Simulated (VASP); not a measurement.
# InPd (P1) in VASP: relaxation of the atoms with r2SCAN

Aim: the relaxation of the atoms of InPd with r2SCAN.

Everything below comes from runs of VASP 6.6.1. Logs are shortened: lines on timing, memory, paths and dates and some standing lists are left out, and cuts for length are marked.

### 1 The cell of the first run

The typed cell holds 2 atoms: a = 3.272 Å, b = 3.272 Å, c = 3.272 Å, α = 90.00°, β = 90.00°, γ = 90.00°.

The cell comes from a database or a generator and needn't be the stable form of this composition.

### 2 Relaxation of the atoms, r2SCAN

The input, INCAR:

```
SYSTEM = InPd
  PREC = Accurate
  ENCUT = 520
  EDIFF = 1E-7
  ISMEAR = 1
  SIGMA = 0.1
  LREAL = .False.
  LASPH = .True.
  NELM = 100
  ALGO = Normal
  ISIF = 2
  LWAVE = .False.
  LCHARG = .False.
  METAGGA = R2SCAN
  LMIXTAU = .True.
  IBRION = 2
  NSW = 40
  EDIFFG = -0.005
```

The input, KPOINTS:

```
Automatic mesh
0
Gamma
  6 6 6
  0 0 0
```

The input, POSCAR:

```
InPd
1.0
    3.2718847800      0.0000000000      0.0000000000
    0.0000000000      3.2718847800      0.0000000000
    0.0000000000      0.0000000000      3.2718847800
In Pd
1 1
Direct
    0.0077430000     -0.0059300000      0.0039360000
    0.4994210000      0.4911010000      0.4991620000
```

Potentials or basis: VASP PAW PBE potentials, release 64 (In_d, Pd).

The run is started by

```sh
> cat potpaw_PBE.64/In_d/POTCAR potpaw_PBE.64/Pd/POTCAR > POTCAR
> mpirun -np 1 vasp_std > vasp.out
```

OUTCAR:

```text
SYSTEM = InPd
   PREC = Accurate
   ENCUT = 520
   EDIFF = 1E-7
   ISMEAR = 1
   LREAL = .False.
   LASPH = .True.
   NELM = 100
   ISIF = 2
   METAGGA = R2SCAN
   IBRION = 2
   NSW = 40
   EDIFFG = -0.005

 ion  position               nearest neighbor table
   1  0.008  0.994  0.004-   2 2.80   2 2.81   2 2.82   2 2.83   2 2.83   2 2.85   2 2.85   2 2.86

   2  0.499  0.491  0.499-   1 2.80   1 2.81   1 2.82   1 2.83   1 2.83   1 2.85   1 2.85   1 2.86

  LATTYP: Found a simple cubic cell.
 ALAT       =     3.2718847800

  Lattice vectors:

 A1 = (   3.2718847800,   0.0000000000,   0.0000000000)
 A2 = (   0.0000000000,   3.2718847800,   0.0000000000)
 A3 = (   0.0000000000,   0.0000000000,   3.2718847800)

Analysis of symmetry for initial positions (statically):
=====================================================================
 Subroutine PRICEL returns:
 Original cell was already a primitive cell.

 Routine SETGRP: Setting up the symmetry group for a
 simple cubic supercell.

 Subroutine GETGRP returns: Found  1 space group operations
 (whereof  1 operations were pure point group operations)
 out of a pool of 48 trial point group operations.

The static configuration has the point symmetry C_1 .

Analysis of symmetry for dynamics (positions and initial velocities):
=====================================================================
 Subroutine PRICEL returns:
 Original cell was already a primitive cell.

 Routine SETGRP: Setting up the symmetry group for a
 simple cubic supercell.

 Subroutine GETGRP returns: Found  1 space group operations
 (whereof  1 operations were pure point group operations)
 out of a pool of 48 trial point group operations.

The dynamic configuration has the point symmetry C_1 .

 Subroutine INISYM returns: Found  1 space group operations
 (whereof  1 operations are pure point group operations),
 and found     1 'primitive' translations

----------------------------------------------------------------------------------------

                                     Primitive cell

  volume of cell :      35.0263

  direct lattice vectors                    reciprocal lattice vectors
     3.271884780  0.000000000  0.000000000     0.305634234  0.000000000  0.000000000
     0.000000000  3.271884780  0.000000000     0.000000000  0.305634234  0.000000000
     0.000000000  0.000000000  3.271884780     0.000000000  0.000000000  0.305634234

  length of vectors
     3.271884780  3.271884780  3.271884780     0.305634234  0.305634234  0.305634234

  position of ions in fractional coordinates (direct lattice)
     0.007743000  0.994070000  0.003936000
     0.499421000  0.491101000  0.499162000

  ion indices of the primitive-cell ions
   primitive index   ion index
                 1           1
                 2           2

----------------------------------------------------------------------------------------

 KPOINTS: Automatic mesh

Automatic generation of k-mesh.
 Grid dimensions read from file:
 generate k-points for:    6    6    6

 Generating k-lattice:

  Cartesian coordinates                     Fractional coordinates (reciprocal lattice)
     0.050939039  0.000000000  0.000000000     0.166666667  0.000000000  0.000000000
     0.000000000  0.050939039  0.000000000     0.000000000  0.166666667  0.000000000
     0.000000000  0.000000000  0.050939039     0.000000000  0.000000000  0.166666667

  Length of vectors
     0.050939039  0.050939039  0.050939039

  Shift w.r.t. Gamma in fractional coordinates (k-lattice)
     0.000000000  0.000000000  0.000000000

 Subroutine IBZKPT returns following result:
 ===========================================

 Found    112 irreducible k-points:

 Following reciprocal coordinates:
            Coordinates               Weight
  0.000000  0.000000  0.000000      1.000000
  0.166667  0.000000  0.000000      2.000000
  0.000000  0.166667  0.000000      2.000000
  0.000000  0.000000  0.166667      2.000000
  0.333333  0.000000  0.000000      2.000000
  0.000000  0.333333  0.000000      2.000000
[... 16 lines left out ...]
  0.000000 -0.333333  0.166667      2.000000
 -0.166667  0.000000  0.333333      2.000000
 [... further k-points ...]
   k-points           NKPTS =    112   k-points in BZ     NKDIM =    112   number of bands    NBANDS=     15
   number of dos      NEDOS =    301   number of ions     NIONS =      2
   total plane-waves  NPLWV =  13824
   dimension x,y,z NGX =    24 NGY =   24 NGZ =   24
   dimension x,y,z NGXF=    48 NGYF=   48 NGZF=   48
   ions per type =               1   1
   NGX,Y,Z   is equivalent  to a cutoff of  12.19, 12.19, 12.19 a.u.
   NGXF,Y,Z  is equivalent  to a cutoff of  24.39, 24.39, 24.39 a.u.
 SYSTEM =  InPd
   PREC   = accura    normal or accurate (medium, high low for compatibility)
   ISTART =      0    job   : 0-new  1-cont  2-samecut
   ICHARG =      2    charge: 1-file 2-atom 10-const
   ISPIN  =      1    spin polarized calculation?
   LNONCOLLINEAR =      F non collinear calculations
   LSORBIT =      F    spin-orbit coupling
   LASPH  =      T    aspherical Exc in radial PAW
   ENCUT  =  520.0 eV  38.22 Ry    6.18 a.u.   6.08  6.08  6.08*2*pi/ulx,y,z
   NELM   =    100;   NELMIN=  2; NELMDL= -5     # of ELM steps
   EDIFF  = 0.1E-06   stopping-criterion for ELM
   LREAL  =      F    real-space projection
   EDIFFG = -.5E-02   stopping-criterion for IOM
   NSW    =     40    number of steps for IOM
   IBRION =      2    ionic relax: 0-MD 1-quasi-New 2-CG
   NFREE  =      1    steps in history (QN), initial steepest desc. (CG)
   ISIF   =      2    stress and relaxation
   ISYM   =      2    0-nonsym 1-usesym 2-fastsym
   POTIM  = 0.5000    time-step for ionic-motion
   TEBEG  =    0.0;   TEEND  =   0.0 temperature during run
   PSTRESS=    0.0 pullay stress
   NELECT =      23.0000    total number of electrons
   NUPDOWN=      -1.0000    fix difference up-down
   EMIN   =  10.00;   EMAX   =-10.00  energy-range for DOS
   EFERMI =   0.00;   METHOD = LEGACY
   ISMEAR =     1;   SIGMA  =   0.10  broadening in eV -4-tet -1-fermi 0-gaus
   EFERMI_NEDOS =   21; number of points for ismear=-14 and -15
   IALGO  =     38    algorithm
   IMIX   =      4    mixing-type and parameters
     AMIX     =   0.40;   BMIX     =  1.00
     AMIX_MAG =   1.60;   BMIX_MAG =  1.00
  volume/ion in A,a.u.               =      17.51       118.18
  Fermi-wavevector in a.u.,A,eV,Ry     =   1.422938  2.688964 27.548447  2.024754
  Thomas-Fermi vector in A             =   2.543589
   LORBIT       =      0    0 simple, 1 ext, 2 COOP (PROOUT), +10 PAW based schemes
   METAGGA = R2SCAN    functional components
   LHFCALC =     F    Hartree Fock is set to
   AEXX    =    0.0000 exact exchange contribution
   IVDW    =     0    specifies the selected vdW correction
   LEPSILON=     F    determine dielectric tensor
   LRPA    =     F    only Hartree local field effects (RPA)
 conjugate gradient relaxation of ions
 non-spin polarized calculation
 Methfessel and Paxton  Order N= 1 SIGMA  =   0.10
  energy-cutoff  :      520.00
  volume of cell :       35.03
 maximum number of plane-waves:       968
   NGX = 13   NGY = 13   NGZ = 13

--------------------------------------- Ionic step        1  -------------------------------------------

 number of electron      23.0000004 magnetization

 Free energy of the ion-electron system (eV)
  ---------------------------------------------------
  ext. energy  EPLUGINS =         0.00000000
  ---------------------------------------------------
  free energy    TOTEN  =       -46.60680723 eV

  energy without entropy =      -46.60793351  energy(sigma->0) =      -46.60718266

------------------------ aborting loop because EDIFF is reached ----------------------------------------

  FORCE on cell =-STRESS in cart. coord.  units (eV):
  Direction    XX          YY          ZZ          XY          YZ          ZX
  --------------------------------------------------------------------------------------
  -------------------------------------------------------------------------------------
  Total        0.0453530      0.0495604      0.0486254      0.0062795      0.0036113      0.0100415
  in kB        2.0745417      2.2669974      2.2242310      0.2872387      0.1651864      0.4593203
  external PRESSURE =       2.1885900 kB  Pullay stress =       0.0000000 kB
[... 57 lines left out ...]
  energy  without entropy=      -46.6092856158  energy(sigma->0) =      -46.60853059

--------------------------------------- Ionic step        3  -------------------------------------------

 number of electron      22.9999996 magnetization

 Free energy of the ion-electron system (eV)
  ---------------------------------------------------
  ext. energy  EPLUGINS =         0.00000000
  ---------------------------------------------------
  free energy    TOTEN  =       -46.60895694 eV

  energy without entropy =      -46.61009342  energy(sigma->0) =      -46.60933577

 E-fermi :  10.4864     XC(G=0): -13.2465

 val. band max:       10.3121284536   @ k =   0.3333   0.3333   0.0000
 cond. band min:      10.5463085568   @ k =   0.3333   0.3333   0.5000
 fundamental gap:      0.2341801032
 Fermi energy:        10.4863766777

 k-point     1 :       0.0000    0.0000    0.0000
  band No.  band energies     occupation
      1      -5.1331      2.00000
      2      -5.1330      2.00000
      3      -4.7087      2.00000
      4      -4.7087      2.00000
      5      -4.7087      2.00000
      6      -0.0445      2.00000
      7       6.3747      2.00000
      8       6.3747      2.00000
      9       7.9887      2.00000
     10       7.9887      2.00000
     11       7.9887      2.00000
     12      14.9134      0.00000
     13      14.9134      0.00000
     14      14.9134      0.00000
     15      20.5269      0.00000
[... 397 lines left out ...]
 k-point    24 :      -0.1667    0.0000    0.3333
  band No.  band energies     occupation
      1      -5.0314      2.00000
      2      -4.8513      2.00000
      3      -4.8100      2.00000
      4      -4.7987      2.00000
      5      -4.7231      2.00000
      6       2.1642      2.00000
      7       5.9773      2.00000
      8       6.5716      2.00000
      9       7.1505      2.00000
     10       7.2729      2.00000
     11       7.8245      2.00000
     12      10.1887      2.00021
     13      14.9364      0.00000
     14      18.4550      0.00000
     15      20.0607      0.00000

 [... further k-points ...]

------------------------ aborting loop because EDIFF is reached ----------------------------------------

  FORCE on cell =-STRESS in cart. coord.  units (eV):
  Direction    XX          YY          ZZ          XY          YZ          ZX
  --------------------------------------------------------------------------------------
  -------------------------------------------------------------------------------------
  Total        0.0366859      0.0365546      0.0366028      0.0000570      0.0000020      0.0000287
  in kB        1.6780911      1.6720843      1.6742906      0.0026081      0.0000899      0.0013111
  external PRESSURE =       1.6748220 kB  Pullay stress =       0.0000000 kB
[... 17 lines left out ...]
  FREE ENERGIE OF THE ION-ELECTRON SYSTEM (eV)
  ---------------------------------------------------
  free  energy   TOTEN  =       -46.6089569427 eV

  energy  without entropy=      -46.6100934242  energy(sigma->0) =      -46.60933577

 reached required accuracy - stopping structural energy minimisation
```

Wall time 3.2 min (1 thread of Intel Xeon Platinum 8488C (Sapphire Rapids), shared host); peak memory 0.19 GiB.

Results:

| Quantity | Value |
| --- | --- |
| Free energy | -46.6090 eV |
| Energy gained by relaxing | 1.1 meV/atom |
| Ionic steps | 3 |
| Pressure after relaxing | 0.2 GPa |
| Band gap on the k mesh | none (metal or under the smearing width) |

Step by step:
```csv
step,energy change (eV),largest force (eV/Å),pressure (GPa)
1,0.0000,0.1317,0.22
2,-0.0013,0.0805,0.19
3,-0.0021,0.0007,0.17
```

Final structure:
```
In Pd
1.0
     3.27188    0.00000    0.00000
     0.00000    3.27188    0.00000
     0.00000    0.00000    3.27188
In Pd
1 1
Direct
  0.00361 0.99256 0.00157
  0.50355 0.49261 0.50152
```

Caveat: the PAW data sets were made with another functional, which shifts forces and pressure a little.
